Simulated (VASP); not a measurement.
VASP 6.6.1, r²SCAN single-point calculation, CdS (strained zincblende)

INCAR

```
ENCUT = 520
PREC = Accurate
SIGMA = 0.01
LASPH = .TRUE.
ISMEAR = 0
ALGO = Normal
IBRION = -1
NELM = 120
NSW = 0
LREAL = .FALSE.
ISIF = 2
NBANDS = 16
EDIFF = 1E-7
METAGGA = R2SCAN
LCHARG = .FALSE.
LWAVE = .FALSE.
```

KPOINTS

```
KPOINTS created by Atomic Simulation Environment
0
Gamma
8 8 8
0 0 0
```

KPOINTS_OPT

```
special points
6
Reciprocal
0.0000000000 0.0000000000 0.0000000000 1
-0.5000000000 -0.5000000000 0.0000000000 1
-0.3750000000 -0.3750000000 0.2500000000 1
-0.3750000000 0.0000000000 0.3750000000 1
0.0000000000 0.0000000000 0.5000000000 1
-0.5000000000 -0.2500000000 0.2500000000 1
```

POSCAR

```
Cd S
 1.0000000000000000
     0.0000000000000000    2.8510383978000000    2.8510383978000000
     2.8510383978000000    0.0000000000000000    2.8510383978000000
     2.8510383978000000    2.8510383978000000    0.0000000000000000
 Cd  S
   1   1
Cartesian
  0.0000000000000000  0.0000000000000000  0.0000000000000000
  1.4255191988999998  1.4255191988999998  1.4255191988999998
```

VASP ran with the recommended PBE PAW datasets (18 valence electrons in the cell).

Command

```
mpirun -np 1 vasp_std
```

OSZICAR

```
N       E                     dE             d eps       ncg     rms          rms(c)
DAV:   1     0.852385881459E+02    0.85239E+02   -0.93379E+03   960   0.106E+03
DAV:   2    -0.304622546914E+02   -0.11570E+03   -0.10890E+03  1120   0.261E+02
DAV:   3    -0.347234034354E+02   -0.42611E+01   -0.42512E+01  1208   0.530E+01
DAV:   4    -0.347478652980E+02   -0.24462E-01   -0.24460E-01  1128   0.393E+00
DAV:   5    -0.347481601925E+02   -0.29489E-03   -0.29489E-03  1176   0.407E-01    0.927E+00
DAV:   6    -0.296102957301E+02    0.51379E+01   -0.30854E+00   952   0.272E+01    0.992E+00
DAV:   7    -0.295757858983E+02    0.34510E-01   -0.31491E-01  1144   0.574E+00    0.596E+00
DAV:   8    -0.295862922317E+02   -0.10506E-01   -0.58290E-02  1120   0.268E+00    0.125E+00
DAV:   9    -0.295890238074E+02   -0.27316E-02   -0.42342E-03  1136   0.616E-01    0.164E-01
DAV:  10    -0.295891440646E+02   -0.12026E-03   -0.19279E-03  1136   0.434E-01    0.150E-01
DAV:  11    -0.295890893737E+02    0.54691E-04   -0.13341E-04  1072   0.167E-01    0.873E-02
DAV:  12    -0.295890835361E+02    0.58376E-05   -0.12308E-04  1096   0.127E-01    0.506E-02
DAV:  13    -0.295890814786E+02    0.20574E-05   -0.52622E-06  1080   0.355E-02    0.480E-03
DAV:  14    -0.295890812285E+02    0.25020E-06   -0.36490E-07  1160   0.647E-03    0.161E-03
DAV:  15    -0.295890812526E+02   -0.24099E-07   -0.39213E-08   608   0.299E-03
   1 F= -.29589081E+02 E0= -.29589081E+02  d E =-.726140E-37
       N       E                     dE             ncg
DAV:   1     0.738252117222E+03   -0.31905E+04      200
DAV:   2     0.543640278666E+02   -0.68389E+03      248
DAV:   3     0.314090126118E+02   -0.22955E+02      224
DAV:   4     0.312909552590E+02   -0.11806E+00      256
DAV:   5     0.312894761832E+02   -0.14791E-02      224
DAV:   6     0.312894481635E+02   -0.28020E-04      264
DAV:   7     0.312894474843E+02   -0.67922E-06      224
DAV:   8     0.312894474663E+02   -0.17996E-07      224
```

From OUTCAR

```
k-points           NKPTS =     29   k-points in BZ     NKDIM =     29   number of bands    NBANDS=     16

   NELECT =      18.0000    total number of electrons

   dimension x,y,z NGX =    30 NGY =   30 NGZ =   30
   dimension x,y,z NGXF=    60 NGYF=   60 NGZF=   60

  energy-cutoff  :      520.00
  volume of cell :       46.35
      direct lattice vectors                 reciprocal lattice vectors
     0.000000000  2.851038398  2.851038398    -0.175374699  0.175374699  0.175374699
     2.851038398  0.000000000  2.851038398     0.175374699 -0.175374699  0.175374699
     2.851038398  2.851038398  0.000000000     0.175374699  0.175374699 -0.175374699

 k-points in reciprocal lattice and weights: KPOINTS created by Atomic Simulation Env
   0.00000000  0.00000000  0.00000000       0.002
   0.12500000  0.00000000  0.00000000       0.016
   0.25000000  0.00000000  0.00000000       0.016
   0.37500000  0.00000000  0.00000000       0.016
   0.50000000  0.00000000  0.00000000       0.008
   0.12500000  0.12500000  0.00000000       0.012
   0.25000000  0.12500000  0.00000000       0.047
   0.37500000  0.12500000  0.00000000       0.047
   ...

 E-fermi :   1.7577

 k-point     1 :       0.0000    0.0000    0.0000
  band No.  band energies     occupation
      1     -11.6688      2.00000
      2      -6.5823      2.00000
      3      -6.5823      2.00000
      4      -6.5823      2.00000
      5      -5.9602      2.00000
      6      -5.9602      2.00000
      7       1.6710      2.00000
      8       1.6710      2.00000
      9       1.6710      2.00000
     10       3.4174      0.00000
     11       8.7122      0.00000
     12       8.7122      0.00000
     13       8.7122      0.00000
     14      13.7794      0.00000
     15      13.7794      0.00000
     16      14.0437      0.00000

 k-point     2 :       0.1250    0.0000    0.0000
  band No.  band energies     occupation
      1     -11.5964      2.00000
      2      -6.5542      2.00000
      3      -6.5542      2.00000
      4      -6.5215      2.00000
      5      -5.9615      2.00000
      6      -5.9615      2.00000
      7       0.6380      2.00000
      8       1.5290      2.00000
      9       1.5290      2.00000
     10       4.2252      0.00000
     11       8.4491      0.00000
     12       8.9368      0.00000
     13       8.9368      0.00000
     14      13.1179      0.00000
     15      13.1179      0.00000
     16      14.4798      0.00000

 k-point     3 :       0.2500    0.0000    0.0000
  band No.  band energies     occupation
      1     -11.4204      2.00000
      2      -6.4927      2.00000
      3      -6.4926      2.00000
      4      -6.2968      2.00000
      5      -5.9549      2.00000
      6      -5.9549      2.00000
      7      -1.0014      2.00000
      8       1.2094      2.00000
      9       1.2094      2.00000
     10       5.0527      0.00000
     11       8.5000      0.00000
     12       9.2544      0.00000
     13       9.2545      0.00000
     14      12.8828      0.00000
     15      12.8828      0.00000
     16      13.6383      0.00000

 k-point     4 :       0.3750    0.0000    0.0000
  band No.  band energies     occupation
      1     -11.2444      2.00000
      2      -6.4441      2.00000
      3      -6.4441      2.00000
      4      -5.9301      2.00000
      5      -5.9301      2.00000
      6      -5.8588      2.00000
      7      -2.5086      2.00000
      8       0.9132      2.00000
      9       0.9132      2.00000
     10       5.2523      0.00000
     11       9.2187      0.00000
     12       9.2187      0.00000
     13       9.2997      0.00000
     14      13.3180      0.00000
     15      13.8729      0.00000
     16      13.8729      0.00000

 k-point     5 :       0.5000    0.0000    0.0000
  band No.  band energies     occupation
      1     -11.1720      2.00000
      2      -6.4289      2.00000
      3      -6.4289      2.00000
      4      -5.9133      2.00000
      5      -5.9133      2.00000
      6      -5.5094      2.00000
      7      -3.2523      2.00000
      8       0.7954      2.00000
      9       0.7954      2.00000
     10       5.2444      0.00000
     11       9.1348      0.00000
     12       9.1348      0.00000
     13       9.7832      0.00000
     14      13.5280      0.00000
     15      15.0002      0.00000
     16      15.0002      0.00000

 k-point     6 :       0.1250    0.1250    0.0000
  band No.  band energies     occupation
      1     -11.5724      2.00000
      2      -6.5362      2.00000
      3      -6.5274      2.00000
      4      -6.5274      2.00000
      5      -5.9805      2.00000
      6      -5.9441      2.00000
      7       0.6805      2.00000
      8       1.2911      2.00000
      9       1.2911      2.00000
     10       4.5251      0.00000
     11       7.9834      0.00000
     12       9.2275      0.00000
     13       9.2275      0.00000
     14      11.9990      0.00000
     15      13.8782      0.00000
     16      15.3734      0.00000

 k-point     7 :       0.2500    0.1250    0.0000
  band No.  band energies     occupation
      1     -11.4314      2.00000
      2      -6.4916      2.00000
      3      -6.4614      2.00000
      4      -6.3717      2.00000
      5      -5.9848      2.00000
      6      -5.9286      2.00000
      7      -0.5388      2.00000
      8       0.9196      2.00000
      9       1.0052      2.00000
     10       5.3766      0.00000
     11       7.7118      0.00000
     12       9.4106      0.00000
     13       9.7067      0.00000
     14      11.6373      0.00000
     15      13.7470      0.00000
     16      15.1472      0.00000

 k-point     8 :       0.3750    0.1250    0.0000
  band No.  band energies     occupation
      1     -11.2561      2.00000
      2      -6.4404      2.00000
      3      -6.4050      2.00000
      4      -6.0834      2.00000
      5      -5.9103      2.00000
      6      -5.8816      2.00000
      7      -2.0031      2.00000
      8       0.6085      2.00000
      9       0.6358      2.00000
     10       5.8126      0.00000
     11       8.1886      0.00000
     12       9.2654      0.00000
     13       9.7794      0.00000
     14      12.6310      0.00000
     15      14.3692      0.00000
     16      14.5865      0.00000

 k-point     9 :       0.5000    0.1250    0.0000
  band No.  band energies     occupation
      1     -11.1504      2.00000
      2      -6.4140      2.00000
      3      -6.3863      2.00000
      4      -5.9685      2.00000
      5      -5.9090      2.00000
      6      -5.5027      2.00000
      7      -3.0360      2.00000
      8       0.2670      2.00000
      9       0.5825      2.00000
     10       5.8702      0.00000
     11       8.3233      0.00000
     12       9.5723      0.00000
     13      10.0088      0.00000
     14      13.5208      0.00000
     15      14.9690      0.00000
     16      15.0294      0.00000

 k-point    10 :      -0.3750    0.1250    0.0000
  band No.  band energies     occupation
      1     -11.1742      2.00000
      2      -6.4117      2.00000
      3      -6.4032      2.00000
      4      -5.9497      2.00000
      5      -5.9422      2.00000
      6      -5.6174      2.00000
      7      -2.7874      2.00000
      8       0.1518      2.00000
      9       0.7859      2.00000
     10       5.8992      0.00000
     11       8.4610      0.00000
     12       9.4680      0.00000
     13       9.7393      0.00000
     14      13.5653      0.00000
     15      14.1292      0.00000
     16      15.3036      0.00000

 k-point    11 :      -0.2500    0.1250    0.0000
  band No.  band energies     occupation
      1     -11.3142      2.00000
      2      -6.4551      2.00000
      3      -6.4365      2.00000
      4      -6.1464      2.00000
      5      -5.9767      2.00000
      6      -5.8979      2.00000
      7      -1.5409      2.00000
      8       0.3449      2.00000
      9       1.1453      2.00000
     10       5.7688      0.00000
     11       8.4936      0.00000
     12       8.9763      0.00000
     13       9.4339      0.00000
     14      12.2743      0.00000
     15      14.0926      0.00000
     16      14.7690      0.00000

 k-point    12 :      -0.1250    0.1250    0.0000
  band No.  band energies     occupation
      1     -11.4896      2.00000
      2      -6.5215      2.00000
      3      -6.4943      2.00000
      4      -6.4205      2.00000
      5      -5.9789      2.00000
      6      -5.9409      2.00000
      7      -0.1910      2.00000
      8       0.8854      2.00000
      9       1.4630      2.00000
     10       5.0263      0.00000
     11       8.1848      0.00000
     12       9.1395      0.00000
     13       9.2255      0.00000
     14      12.2062      0.00000
     15      13.2178      0.00000
     16      15.5319      0.00000

 ...

  Total        2.0884937      2.0884937      2.0884937      0.0000000      0.0000000     -0.0000000
  in kB       72.1945740     72.1945740     72.1945740      0.0000000      0.0000000     -0.0000000
  external PRESSURE =      72.1945740 kB  Pullay stress =       0.0000000 kB

 POSITION                                       TOTAL-FORCE (eV/Angst)
 -----------------------------------------------------------------------------------
      0.00000      0.00000      0.00000         0.000000      0.000000      0.000000
      1.42552      1.42552      1.42552        -0.000000     -0.000000     -0.000000
 -----------------------------------------------------------------------------------
    total drift:                               -0.000006     -0.000006     -0.000006

  FREE ENERGIE OF THE ION-ELECTRON SYSTEM (eV)
  ---------------------------------------------------
  free  energy   TOTEN  =       -29.5890812526 eV

  energy  without entropy=      -29.5890812526  energy(sigma->0) =      -29.58908125
```

* gap between bands v and c: 1.75 eV
* least direct gap: 1.75 eV
* pressure: 7.2 GPa

Band v is the last that the valence electrons fill when counted band by band, and c is the next.

The run took about 66 s on one core of a shared host (Intel Xeon Platinum 8488C) and held 0.18 GiB at most.
